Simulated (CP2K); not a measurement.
The system is Ti.

```
Ti
1.0
     2.95000    0.00000    0.00000
    -1.47500    2.55477    0.00000
     0.00000    0.00000    4.68000
Ti
2
Direct
  0.66667 0.33333 0.75000
  0.33333 0.66667 0.25000
```

Program: CP2K 2026.2. Alike in all runs: potentials or basis POTENTIAL_UZH Ti GTH-PBE-q12; TZVP-MOLOPT-PBE-GTH basis; no spin polarisation; cell as given; k mesh 10 × 10 × 6.

Problem. Order these runs on this cell by their pressure, lowest first.
A. level PBEsol+D3(BJ); smearing methfessel-paxton 0.1 eV; NGRIDS 5; shape of the broadening LORENTZIAN; broadening of the DOS (eV) 0.2 eV; step of the DOS (eV) 0.05 eV; cutoff radius of the dispersion sum (A) 20
B. level PBEsol; smearing methfessel-paxton 0.2 eV; NGRIDS 5; shape of the broadening LORENTZIAN; broadening of the DOS (eV) 0.15 eV; step of the DOS (eV) 0.05 eV
C. level PBE; smearing gaussian 0.1 eV; NGRIDS 4

Solution. A (-10.9 GPa), B (-5.5 GPa), C (-1.4 GPa).

Caveats: the basis of atomic orbitals isn't converged, which shifts pressures, moduli and gaps; the potentials were made for another functional, which shifts forces and pressure (some runs); pairwise dispersion overbinds metals, which lowers pressure and volume (some runs).
